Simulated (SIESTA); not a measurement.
Te:

```xyz
3
Lattice="4.4540 0.0000 0.0000 -2.2270 3.8573 0.0000 0.0000 0.0000 5.9240" Properties=species:S:1:pos:R:3 pbc="T T T"
Te    1.6279    2.8197    0.0000
Te   -0.5991    1.0376    3.9493
Te    1.1981    0.0000    1.9747
```

| Property | Result |
| --- | --- |
| Program | SIESTA 5.4.2 |
| Task | relaxation of cell and atoms |
| Functional | PBE |
| Potentials or basis | PseudoDojo 0.4 standard (PBE files) |
| Basis | SZ (energy shift 0.002 Ry) |
| Grid cutoff | 500 Ry |
| Energy shift | 0.002 Ry |
| k mesh | 7 × 7 × 5 |
| Occupations | fermi-dirac, width 0.05 eV |
| Spin | no spin polarisation |

At the start: pressure 9.3 GPa; volume 33.93 Å³/atom.

Q: How do energy, volume and symmetry change on relaxing?

A: Over 12 steps the energy falls by 177.1 meV/atom and the volume is 37.70 Å³/atom (+11.1 %); space group P3_121 (No. 152, to 0.05 Å).

Step by step:
| step | energy change (eV) | largest force (eV/Å) | pressure (GPa) | volume (Å³) |
| --- | --- | --- | --- | --- |
| 1 | 0.0000 | 1.5425 | 9.29 | 101.78 |
| 2 | -0.2317 | 1.0918 | 6.41 | 104.68 |
| 3 | -0.5081 | 0.2851 | 1.22 | 112.11 |
| 4 | -0.5256 | 0.1130 | 0.05 | 114.30 |
| 5 | -0.5268 | 0.0849 | -0.17 | 114.78 |
| 6 | -0.5274 | 0.0564 | -0.33 | 115.06 |
| 7 | -0.5281 | 0.0335 | -0.41 | 115.04 |
| 8 | -0.5299 | 0.0053 | -0.45 | 114.44 |
| 9 | -0.5294 | 0.0463 | -0.04 | 113.04 |
| 10 | -0.5311 | 0.0175 | -0.10 | 113.31 |
| 11 | -0.5314 | 0.0029 | -0.02 | 113.19 |
| 12 | -0.5314 | 0.0016 | 0.03 | 113.09 |

Final structure:
```yaml
crystal:
  lattice:
    - [4.60379, -0.00199, 0.00072]
    - [-2.30362, 3.98600, -0.00072]
    - [0.00094, -0.00055, 6.16411]
  atoms:
    - { symbol: Te, position: [0.70110, 0.70110, 0.00000] }
    - { symbol: Te, position: [0.00004, 0.29885, 0.66666] }
    - { symbol: Te, position: [0.29885, 0.00004, 0.33334] }
```

Caveat: the basis has no polarisation orbitals; the volume moved by +11 % from the deposited cell, more than functionals usually miss; the basis of atomic orbitals isn't converged, which shifts pressures, moduli and gaps.
